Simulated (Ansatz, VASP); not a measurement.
## One calculation of Ca, two programs

File INCAR:

```
SYSTEM = Ca
PREC = Accurate ; ENCUT = 520
EDIFF = 1E-6 ; ISMEAR = -1
SIGMA = 0.05 ; LREAL = .FALSE.
LASPH = .TRUE. ; NELM = 100
ALGO = Normal ; ISIF = 2
LWAVE = .FALSE. ; LCHARG = .TRUE.
GGA = PE ; LELF = .TRUE.
LVHAR = .TRUE. ; NBANDS = 11
```

File KPOINTS:

```
Automatic mesh
0
G
  12 12 12
  0 0 0
```

The input POSCAR:

```
Ca
1.0
   -1.7403963733      1.7403963733      1.7403963733
    1.7403963733     -1.7403963733      1.7403963733
    1.7403963733      1.7403963733     -1.7403963733
Ca
1
Direct
    0.0000000000      0.0000000000      0.0000000000
```

Input for Ansatz:

```yaml
crystal:
  lattice:
    - [-1.7403963733, 1.7403963733, 1.7403963733]
    - [1.7403963733, -1.7403963733, 1.7403963733]
    - [1.7403963733, 1.7403963733, -1.7403963733]
  atoms:
    - { symbol: Ca, position: [0.0, 0.0, 0.0] }
kpoints:
  mp_grid: { grid: [12, 12, 12] }
scf:
  occupations: { method: fermi_dirac, width: 0.05 }
hamiltonian:
  xc: pbe
  pseudopotentials: { kind: all_electron, lapw: { basis_error: 0.001 } }
output:
  forces: true
  stress: true
  eigenvalues: true
  populations: true
```

Change from the starting cell: volume scaled by 0.5, LAPW.

Alike in both runs: task single point; functional PBE; k mesh 12 × 12 × 12; occupations fermi-dirac, width 0.05 eV; no spin polarisation.

```csv
,VASP,Ansatz
version,VASP 6.6.1,Ansatz 0.2.0
potentials or method,"VASP PAW PBE potentials, release 64 (Ca_sv)","all-electron LAPW, scalar-relativistic"
plane-wave cutoff (eV),520,see its input
```

```tsv
	VASP	Ansatz	Ansatz less VASP
pressure (GPa)	32.8	32.7	-0.08
```

Ansatz ran all-electron here, so the differences hold the error of VASP's frozen core and of both bases.

Caveats: so large a pressure means that the cell lies far from this level's equilibrium, or that cutoff or potentials fall short (VASP).
